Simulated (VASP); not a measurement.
Write the native input for VASP 6.6.1 that does the following.

```
Task                   : relaxation of cell and atoms
Functional             : PBEsol
Potentials or basis    : VASP PAW PBE potentials, release 64 (Na_pv, I)
Cutoff                 : 600 eV
k mesh                 : 8 × 8 × 8
Occupations            : gaussian, width 0.03 eV
Spin                   : no spin polarisation
Further INCAR settings : ALGO = Normal; EDIFF = 1e-07; IBRION = 2; EDIFFG = -0.005; NSW = 90; ISIF = 3
```

The structure of NaI lies in POSCAR:

```
NaI                                     
1.0
   -0.0000000000      3.2056390984      3.2056390984
    3.2056390984      0.0000000000      3.2056390984
    3.2056390984      3.2056390984      0.0000000000
  Na              I             
     1     1
Direct
     0.0000000000000000    0.0000000000000000    0.0000000000000000
     0.5000000000000000    0.5000000000000000    0.5000000000000000
```

These files were run (other wordings do the same):

INCAR

```
SYSTEM = NaI
  ALGO = Normal
  EDIFF = 1E-7
  EDIFFG = -0.005
  ENCUT = 600
  GGA = PS
  IBRION = 2
  ISIF = 3
  ISMEAR = 0
  LASPH = .TRUE.
  LCHARG = .FALSE.
  LREAL = .FALSE.
  LWAVE = .FALSE.
  NELM = 80
  NSW = 90
  PREC = Accurate
  SIGMA = 0.03
```

KPOINTS

```
k-points
0
G
  8 8 8
  0 0 0
```

Potentials or basis: VASP PAW PBE potentials, release 64 (Na_pv, I).

Launch:

```sh
$ cat potpaw_PBE.64/Na_pv/POTCAR potpaw_PBE.64/I/POTCAR > POTCAR
$ mpirun -np 1 vasp_std > vasp.out
```

Results of the run:

| Item | Value |
| --- | --- |
| Relaxed volume | 32.91 Å³/atom |
| Relaxed cell | a = 4.532 Å, b = 4.532 Å, c = 4.532 Å, α = 60.00°, β = 60.00°, γ = 60.00° |
| Space group after relaxing (to 0.05 Å) | Fm-3m (No. 225) |
| Energy gained by relaxing | 0.0 meV/atom |
| Ionic steps | 2 |
| Pressure after relaxing | 0.0 GPa |
| Band gap on the k mesh | 3.58 eV, direct |

Caveat: the PAW data sets were made with another functional, which shifts forces and pressure a little; spin-orbit coupling is left out, which moves the levels of the heavy elements.

It took 20 s on 1 thread of AMD EPYC 9R45 (Zen 5), on a shared host, peak memory 0.19 GiB.
